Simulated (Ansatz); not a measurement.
# CdO (Monteponite): the cost of one run

Method: DFT LDA, scalar-relativistic, plane waves, PAW, in Ansatz 0.2.0.

## (1) The system as given

It takes space group Fm-3m (No. 225, cubic). The conventional cell has a = 4.699 Å, b = 4.699 Å, c = 4.699 Å, α = 90.00°, β = 90.00°, γ = 90.00°. Cd (site symmetry m-3m) has 6 O at 2.35 Å as nearest neighbours. O (site symmetry m-3m) is surrounded by 6 Cd at 2.35 Å.

Structure file:

```
CELL_PARAMETERS angstrom
0.00000 2.34950 2.34950
2.34950 0.00000 2.34950
2.34950 2.34950 0.00000
ATOMIC_POSITIONS crystal
Cd 0.00000 0.00000 0.00000
O 0.50000 0.50000 0.50000
```

Source of the structure: the Crystallography Open Database.

(A quick probe on a coarse mesh, which set the mesh and smearing, is not shown.)

## (3) Relaxing cell and atoms

Input file input.yaml:

```yaml
crystal:
  lattice:
    - [0.0, 2.3495, 2.3495]
    - [2.3495, 0.0, 2.3495]
    - [2.3495, 2.3495, 0.0]
  atoms:
    - { symbol: Cd, position: [0.0, 0.0, 0.0] }
    - { symbol: O, position: [0.5, 0.5, 0.5] }
basis:
  ecutwfc: 420
kpoints:
  mp_grid: { grid: [16, 16, 16] }
hamiltonian:
  xc: lda
scf:
  occupations: { method: gaussian, width: 0.1 }
output:
  forces: true
  stress: true
  eigenvalues: true
  write_density: true
  write_potential: true
  elf: true
  volumetric_format: npy
relax:
  adjacent_minimum: "off"
  f_tol: 0.005
  max_steps: 80
  cell: { stress_tol: 0.05 }
```

The run is started by

```bash
ansatz run input.yaml --threads 1 --pin off --max-ram 2560MiB --backend cpu --events-out ev --progress --plain --runs-dir out
```

Q: Estimate wall time and peak memory on 1 thread of an Arm CPU, shared host.

About 30 s, with a peak of 0.34 GiB.
